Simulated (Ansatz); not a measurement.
Input of an Ansatz 0.2.0 run:

The input input.yaml:

```yaml
crystal:
  lattice:
    - [4.3, 0.0, 0.0]
    - [-2.15, 3.7239092363, 0.0]
    - [0.0, 0.0, 7.02]
  atoms:
    - { symbol: Cd, position_ang: [2.1500000002, 1.2413030786, 3.51], spin: 0.5 }
    - { symbol: Cd, position_ang: [-2.0e-10, 2.4826061577, 0.0], spin: 0.5 }
    - { symbol: Se, position_ang: [2.1500000002, 1.2413030786, 6.2127] }
    - { symbol: Se, position_ang: [-2.0e-10, 2.4826061577, 2.7027] }
kpoints:
  mp_grid: { grid: [7, 7, 4] }
scf:
  occupations: { method: fermi_dirac, width: 0.05 }
hamiltonian:
  xc: pbesol
  dispersion: d4
  pseudopotentials: { kind: all_electron, lapw: { basis_error: 0.002 } }
magnetization:
  spin_polarized: true
output:
  forces: true
  stress: true
  eigenvalues: true
  populations: true
```

Potentials or basis: all-electron LAPW, scalar-relativistic.

Launch:

```console
$ ansatz run input.yaml --threads 2 --pin off --max-ram 6144MiB --backend cpu --events-out ev --progress --plain --runs-dir out
```

Question: What does it give for the Loewdin charges?

Answer: Cd +1.22; Se -1.03 e.

Question: Predict the band gap on the k mesh.

Answer: 0.58 eV, direct.

Question: Estimate the absolute moment.

Answer: 0.00 μB per cell.

Forces on the atoms (eV/Å):
```
Cd   0.000  0.000  0.265
Cd   0.000  0.000  0.265
Se   0.000  0.000 -0.265
Se   0.000  0.000 -0.265
```

Caveat: the starting moments weren't kept.

**Measured values to compare with.**

From a printed reference work, data compilation, for a bulk crystal of CdSe at 2 K: band gap 1.841 eV.

Against the measured gap of CdSe, 1.841 eV (2 K; a printed reference work, data compilation), the calculated 0.58 eV is off by -1.26 eV. So large a miss can be the level of theory's own, or it may mean another phase, state or a wrong row. Spin-orbit coupling on Cd, Se is left out. The value is that of PBEsol+D4, without temperature or zero-point motion. Semilocal functionals fall short of measured gaps as a rule.
